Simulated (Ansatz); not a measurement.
**CHF₃ (singlet): wave-function methods side by side, 6-31G***

How much of the correlation energy of CHF₃ (singlet) does each wave-function method recover here?

Method: 6-31G*, core rule «outside noble gas», up to 4 orbitals frozen; program: Ansatz 0.2.0, Gaussian basis.

To be run: UHF; CCSD(T) on RHF; BCCD(T) on RHF; CISD; CCSDT(Q) on RHF; CASSCF and MRCISD+Q, 8 electrons in 8 orbitals; CASSCF and MRCISD+Q(relaxed), 8 electrons in 8 orbitals; CASSCF and NEVPT2, 8 electrons in 8 orbitals.

14 further runs of the same task are left out: 1 that didn't finish, 13 set aside as unsound or not needed.

## (1) The system

The geometry is an MP2(full)/6-31G* stationary point (not a proven minimum).

5 atoms, charge 0, spin multiplicity 1.

Atoms are counted from 1 here; the program's logs count them from 0.

Bond lengths: C1–H2 1.088 Å, C1–F3 1.343 Å, C1–F4 1.343 Å, C1–F5 1.343 Å. Angles: H2–C1–F3 110.5°, H2–C1–F4 110.5°, H2–C1–F5 110.5°, F3–C1–F4 108.5°, F3–C1–F5 108.5°, F4–C1–F5 108.5°.

Coordinates:

```xyz
5

C     0.0000    0.0000    0.3667
H     0.0000    0.0000    1.4552
F     0.0000    1.2582   -0.1030
F     1.0896   -0.6291   -0.1030
F    -1.0896   -0.6291   -0.1030
```

## (2) UHF

in.yaml

```yaml
crystal:
  periodic: [false, false, false]
  atoms:
    - {symbol: C, position_ang: [0.000000, 0.000000, 0.366733]}
    - {symbol: H, position_ang: [0.000000, 0.000000, 1.455195]}
    - {symbol: F, position_ang: [0.000000, 1.258200, -0.103017]}
    - {symbol: F, position_ang: [1.089633, -0.629100, -0.103017]}
    - {symbol: F, position_ang: [-1.089633, -0.629100, -0.103017]}
basis:
  gaussian: {orbitals: "6-31G*"}
magnetization: {spin_polarized: true, initial_magnetization: 0}
hamiltonian: {xc: hf}
output: {orbitals: {seedname: orbitals}}
```

The run is started by

```
$ ansatz run in.yaml --threads 1 --pin off --events-out ev --progress --plain --max-ram 4096MiB --backend cpu
```

The runs that follow: CCSD(T) on RHF; BCCD(T) on RHF; CISD; CCSDT(Q) on RHF; CASSCF and MRCISD+Q, 8 electrons in 8 orbitals; CASSCF and MRCISD+Q(relaxed), 8 electrons in 8 orbitals; CASSCF and NEVPT2, 8 electrons in 8 orbitals.

Before running them: what should the planned runs give, taken together? Wanted: RCCSDT(Q) below the RHF energy; RMP2 from RCCSDT(Q); RCCSD from RCCSDT(Q); RCCSD(T) from RCCSDT(Q); MRCISD+Q frontier from RCCSDT(Q); T1 diagnostic.

**Answer**, as computed:

```
                         quantity            value
   RCCSDT(Q) below the RHF energy      -18.0646 eV
              RMP2 from RCCSDT(Q)  +16.31 kcal/mol
             RCCSD from RCCSDT(Q)   +9.99 kcal/mol
          RCCSD(T) from RCCSDT(Q)   +1.11 kcal/mol
 MRCISD+Q frontier from RCCSDT(Q)   +6.98 kcal/mol
levels within 1 kcal/mol (43 meV)  BCCD(T), RCCSDT
                    T1 diagnostic            0.012
```

RCCSD(T) lands +1.11 kcal/mol from the yardstick (0.3 % of the correlation energy). These misses are within one basis, not against nature.
